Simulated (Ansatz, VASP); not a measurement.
## GaSb: VASP beside Ansatz

```
CELL_PARAMETERS angstrom
0.00000 3.03518 3.03518
3.03518 0.00000 3.03518
3.03518 3.03518 0.00000
ATOMIC_POSITIONS crystal
Ga 0.00000 0.00000 0.00000
Sb 0.25000 0.25000 0.25000
```

Alike in both runs: task single point; functional r2SCAN; k mesh 10 × 10 × 10; occupations gaussian, width 0.02 eV; no spin polarisation.

|  | VASP | Ansatz |
| --- | --- | --- |
| version | VASP 6.6.1 | Ansatz 0.2.0 |
| potentials or method | VASP PAW PBE potentials, release 64 (Ga_d, Sb) | scalar-relativistic, plane waves, PAW |
| plane-wave cutoff (eV) | 520 | 500 |
| valence electrons in the cell | 18 | 28 |

Ansatz gave:

```
gap on the k mesh at the Fermi level (eV) : 0.65
least direct gap on the mesh (eV)         : 0.65
pressure (GPa)                            : 1.7
```

**Question.** Which values does VASP return?

**Answer.** gap on the k mesh at the Fermi level (eV): 0.63; least direct gap on the mesh (eV): 0.63; pressure (GPa): 1.8.

With one functional, cell and mesh, what is left measures potentials, basis and numerics. The two sets of potentials don't hold the same shells in valence.

Caveats: the PAW data sets were made with another functional, which shifts forces and pressure a little (VASP); spin-orbit coupling is left out, which moves the levels of the heavy elements. r2SCAN opens gaps a little over a GGA but as a rule still falls short of measured ones. A k mesh can miss the band edges.
